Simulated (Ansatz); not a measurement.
Crystal: NbAs.

```
Nb As
1.0
    -1.72585    1.72585    5.84000
     1.72585   -1.72585    5.84000
     1.72585    1.72585   -5.84000
Nb As
2 2
Cartesian
  0.0000 1.7259 0.0000
  0.0000 0.0000 8.7600
  0.0000 1.7259 4.8589
  0.0000 0.0000 1.9389
```

Base run:

| Property | Result |
| --- | --- |
| Program | Ansatz 0.2.0 |
| Functional | LDA |
| Potentials or basis | Ansatz PAW |
| Cutoff | 420 eV (not typed: the program's choice for these potentials) |
| k mesh | 11 × 11 × 11 |
| Occupations | fermi-dirac, width 0.05 eV |
| Spin | no spin polarisation |
| Hubbard terms | Nb d U = 6 eV |

Its results: band gap on the k mesh none (metal or under the smearing width); pressure -1.1 GPa; largest force 0.053 eV/Å.

**Question.** After a change of settings the same cell gave: band gap on the k mesh none (metal or under the smearing width); pressure -3.5 GPa; largest force 0.225 eV/Å. Which change was it?
A. hubbard terms from Nb d U = 6 eV to none; hubbard projectors from ortho-atomic (the default) to none
B. hubbard terms from Nb d U = 6 eV to Nb d U = 1 eV
C. hubbard terms from Nb d U = 6 eV to Nb d U = 5 eV

**Answer.** C.

Caveats: U without spin polarisation on a metal has little footing; the PAW data sets come from PBE, with cores solved anew for the run's functional, which leaves a small shift of forces and pressure; the U is typed as a test and isn't derived for this compound.
